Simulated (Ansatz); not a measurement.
SrO (started from an entry of an open crystallographic database): an Ansatz output whose functional has been blanked. Cell and atoms come from a relaxation with r2SCAN.

```cif
data_structure
_symmetry_space_group_name_H-M 'P 1'
_symmetry_Int_Tables_number 1
_cell_length_a 3.6485
_cell_length_b 3.6485
_cell_length_c 3.6485
_cell_angle_alpha 60.000
_cell_angle_beta 60.000
_cell_angle_gamma 60.000
_cell_volume 34.34
loop_
_atom_site_label
_atom_site_type_symbol
_atom_site_fract_x
_atom_site_fract_y
_atom_site_fract_z
_atom_site_occupancy
Sr1 Sr 0.50000 0.50000 0.50000 1
O1 O 0.00000 0.00000 0.00000 1
```

```
scf.n_extra_bands = 4 over 8 filled bands (N_el = 16.0): the run solves 12 bands
Pseudopotential: Sr, paw, valence charge 10, recommended cutoff 420 eV
Pseudopotential: O, paw, valence charge 6, recommended cutoff 420 eV
Crystal: 2 atoms, lattice volume = 34.343 Å³
Basis set: ecut = 420 eV, 645 PW (Γ)
Symmetry: 48 space group operations
Space group: Fm-3m (ITA 225)
k-points: 29 of 512
preconditioner: auto → none  [insulator: Δε(μ)=2.880 eV  ℏωp=23.7 eV]
SCF 1 converged in 6 iterations: F = -4002.797281 eV  dr2 = 6.64e-8
SCF converged after 6 iterations
Free energy (F): -4002.797281 eV
Fermi energy:    7.405295 eV
--- Per-component energies (eV) ---
  E_band       = -64.597550
  E_kinetic    = 420.940056
  E_local      = -871.585866
  E_nonlocal   = 256.073424
  E_hartree    = 233.380610
  E_xc         = -245.687475
  E_vxc        = -257.130622
  E_paw        = -2743.769245
  E_vpaw       = -79.653238
  E_ewald      = -1052.542293
  E_core_change = 0.391057
--- Stress (GPa, compression-positive) ---
       -5.151859       0.000000       0.000000
        0.000000      -5.151859       0.000000
        0.000000       0.000000      -5.151859
  P = ⅓ Tr σ = -5.1519 GPa (-51.519 kbar)
--- Band table (eV; the first three rows and the last of 29) ---
  k-point 0: bands = […, -6.3935, -6.3935, -6.3935, 7.4053, 7.4053, 7.4053, 11.1413, 13.5487, 13.5487, 13.5487]
  k-point 1: bands = […, -6.4060, -6.4060, -6.0395, 6.9379, 7.2125, 7.2125, 11.8486, 13.3759, 13.8524, 13.8524]
  k-point 2: bands = […, -6.4356, -6.4356, -5.5617, 6.1028, 6.7973, 6.7973, 13.2527, 13.4141, 14.6807, 14.6807]
  k-point 28: bands = […, -7.0775, -7.0775, -5.7589, 6.2855, 6.9735, 6.9735, 13.3027, 13.3027, 15.9893, 18.5556]
```

The file bands.tsv (bands near the Fermi energy, numbered from 0, rounded):
```tsv
# k_distance	band_3	band_4	band_5	band_6	band_7	band_8	band_9	band_10	band_11
# fermi_ev = 7.405295
# [0, 0, 0] at k_distance = 0.000000
# [0.5, 0, 0.5] at k_distance = 1.217722
# [0.625, 0.25, 0.625] at k_distance = 1.648252
# [0.375, 0.375, 0.75] at k_distance = 2.393952
# [0.5, 0.5, 0.5] at k_distance = 3.139651
# [0.5, 0.25, 0.75] at k_distance = 4.000711
# [0, 0.5, 0.5] at k_distance = 5.362165
# levels_relative_to = fermi_ev
0.000	-13.799	-13.799	0.000	0.000	0.000	3.736	6.143	6.143	6.143
1.218	-14.171	-14.171	-0.424	-0.084	-0.084	3.164	7.717	10.029	10.190
1.648	-14.069	-13.335	-0.958	-0.560	-0.467	4.670	7.754	8.680	10.139
2.394	-14.069	-13.335	-0.958	-0.560	-0.467	4.670	7.754	8.680	10.139
3.140	-13.882	-12.537	-2.199	-1.111	-1.111	6.441	8.145	8.801	8.801
4.001	-14.483	-13.164	-1.120	-0.432	-0.432	5.897	5.897	8.584	11.150
5.362	-14.171	-14.171	-0.424	-0.084	-0.084	3.164	7.717	10.029	10.190
```
In order the rows are Γ, X, U, K, L, W, X.

Problem. Which level of theory was used?
A. LDA
B. r2SCAN
C. r2SCAN0
D. PBE

Solution. A. LDA. There is no exchange loop, so no exact exchange. The strong tension on the r2SCAN cell fits LDA, which tends to smaller cells. LDA gives an indirect gap of 3.16 eV, from Γ to X; the least direct gap is 3.25 eV at X. The log narrows the family; the member has to be judged from the numbers.

Run as `ansatz run input.yaml --threads 2 --pin off --max-ram 2211MiB --backend cpu --events-out ev --progress --plain --runs-dir out`. Wall time 0.41 s on 2 threads of Intel(R) Xeon(R) 6975P-C (Granite Rapids), on a shared host; peak host memory 0.35 GiB.

No spin polarisation and no zero-point or thermal motion.
